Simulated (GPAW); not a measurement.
Runs of GPAW 26.7.0 on CdSe (Cadmoselite). The structure is hexagonal, space group P6_3mc (No. 186). The conventional cell has a = 4.300 Å, b = 4.300 Å, c = 7.020 Å, α = 90.00°, β = 90.00°, γ = 120.00°. Cd (site symmetry 3m) has 4 Se at 2.61 to 2.70 Å as nearest neighbours. Se (site symmetry 3m) has 4 Cd at 2.61 to 2.70 Å as nearest neighbours. 

```csv
task,level,potentials or basis,spin,cell,k mesh,cutoff (eV),maxiter,optimizer,fmax,max steps,eigensolver,grid spacing,other keys,gap on the mesh (eV),pressure (GPa),relaxed volume (Å³/atom),largest force (eV/Å)
relaxation of cell and atoms,RPBE+D3,"the program's PAW data sets (release 1.2.1) made for this functional, pw",off,relaxed,5 × 5 × 3,600,150,BFGS,0.02 eV/Å,100,-,-,-,0.78,0.0,29.05,0.01
relaxation of cell and atoms,BLYP+D3,"PAW data sets generated in the run's folder for this functional, pw",off,relaxed,5 × 5 × 3,600,150,BFGS,0.02 eV/Å,40,davidson,-,-,0.55,0.0,28.68,0.01
band structure,PBEsol,"PAW data sets generated in the run's folder for this functional, pw",off,as given,7 × 7 × 4,600,150,-,-,-,-,-,-,0.57,0.0,-,0.27
band structure,SOGGA,"PAW data sets generated in the run's folder for this functional, pw","SOC, no magnetisation",as given,5 × 5 × 3,600,150,-,-,-,-,-,-,0.43,-0.1,-,0.27
relaxation of cell and atoms,TPSS+D4,"GPAW PAW data sets (gpaw-data 1.2.1), pw",off,relaxed,5 × 5 × 3,600,150,FIRE,0.02 eV/Å,40,davidson,-,-,(d),0.0,(a),-
band structure,C09-vdW,"GPAW PAW data sets (gpaw-data 1.2.1), pw","SOC, no magnetisation",as given,5 × 5 × 3,600,150,-,-,-,-,-,-,0.46,-,-,0.29
relaxation of cell and atoms,revPBE+D3,"the program's PAW data sets (release 1.2.1) made for this functional, pw",off,relaxed to 2 GPa,5 × 5 × 3,600,150,LBFGS,0.01 eV/Å,40,-,-,-,0.89,2.0,-,-
single point,PBE,"GPAW PAW data sets (gpaw-data 1.2.1), pw",off,as given,5 × 5 × 3,600,80,-,-,-,-,-,"several, not listed",0.69,(b),-,0.28
band structure,vdW-DF,"GPAW PAW data sets (gpaw-data 1.2.1), pw","SOC, no magnetisation",as given,5 × 5 × 3,600,150,-,-,-,-,-,-,0.65,-,-,0.32
band structure,AM05,"PAW data sets generated in the run's folder for this functional, pw","SOC, no magnetisation",as given,5 × 5 × 3,600,150,-,-,-,-,-,-,0.55,0.5,-,0.26
single point,PBE,"GPAW PAW data sets (gpaw-data 1.2.1), pw",off,as given,6 × 6 × 3,450,120,-,-,-,-,-,-,(c),2.0,-,0.28
```

Alike in all rows: smearing fermi-dirac 0.05 eV.

Q: Fill in the values left out.

A: (a) 27.85; (b) 2.8; (c) 0.70; (d) 0.90.

Caveats: later steps reuse the first step's grids (some runs); spin-orbit coupling was added after a scalar SCF, so levels and gaps hold it while energy, forces, pressure and moments don't (some runs); this program's spin-orbit splittings come out too wide for heavy elements (some runs); the PAW data sets were made with another functional, which shifts forces and pressure a little (some runs); the cutoff is short for stress and forces, so pressures can be off by a GPa or more (some runs).

A k mesh can miss the band edges, and rows without SOC leave out spin-orbit coupling on Cd, Se.
